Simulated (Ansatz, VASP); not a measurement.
**Two plane-wave programs on C**

```
C
1.0
     0.00000    1.78337    1.78337
     1.78337    0.00000    1.78337
     1.78337    1.78337    0.00000
C
2
Direct
  0.75000 0.75000 0.75000
  0.50000 0.50000 0.50000
```

This isn't the form of C at room conditions, which is graphite.

Alike in both runs: task single point; functional PBE; k mesh 13 × 13 × 13; occupations gaussian, width 0.025 eV; no spin polarisation.

```csv
,VASP,Ansatz
version,VASP 6.6.1,Ansatz 0.2.0
potentials or method,"VASP PAW PBE potentials, release 64 (C)",Ansatz PAW
plane-wave cutoff (eV),520,420
valence electrons in the cell,8,8
```

```csv
,VASP,Ansatz,Ansatz less VASP
gap on the k mesh at the Fermi level (eV),4.14,4.15,+0.008
least direct gap on the mesh (eV),5.59,5.59,+0.004
pressure (GPa),2.5,1.8,-0.68
```

Caveats: an odd mesh through Γ misses points on the zone boundary, where band edges often lie (VASP); odd divisions of the mesh miss points on the zone boundary, where band edges often lie, so the gap on the mesh can be too wide (Ansatz); the pressure holds a Pulay correction of +1.0 GPa for the finite cutoff (Ansatz). As with any semilocal functional, this PBE gap is likely too small.
